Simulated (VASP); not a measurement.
The system is BeS.

```
CELL_PARAMETERS angstrom
0.00000 2.42500 2.42500
2.42500 0.00000 2.42500
2.42500 2.42500 0.00000
ATOMIC_POSITIONS crystal
S 0.75000 0.75000 0.75000
Be 0.00000 0.00000 0.00000
```

- Program: VASP 6.6.1
- Task: relaxation of cell and atoms
- Functional: revPBE
- Dispersion: D3(BJ)
- Potentials or basis: VASP PAW PBE potentials, release 64 (S, Be)
- Cutoff: 600 eV
- k mesh: 9 × 9 × 9
- Occupations: fermi-dirac, width 0.05 eV
- Spin: no spin polarisation

At the start: pressure -4.1 GPa; volume 14.26 Å³/atom.

Task: How do energy, volume and symmetry change on relaxing?

Result: Over 3 steps the energy falls by 8.0 meV/atom and the volume is 13.66 Å³/atom (-4.2 %); space group F-43m (No. 216, to 0.05 Å).

Step by step:
```
step  energy change (eV)  largest force (eV/Å)  pressure (GPa)  volume (Å³)
   1              0.0000                0.0000           -4.11        28.52
   2             -0.0149                0.0000            1.11        27.04
   3             -0.0159                0.0000            0.01        27.32
```

Final structure:
```xyz
2
Lattice="0.0000 2.3905 2.3905 2.3905 0.0000 2.3905 2.3905 2.3905 0.0000" Properties=species:S:1:pos:R:3 pbc="T T T"
S     3.5858    3.5858    3.5858
Be    0.0000    0.0000    0.0000
```

Caveat: the PAW data sets were made with another functional, which shifts forces and pressure a little.
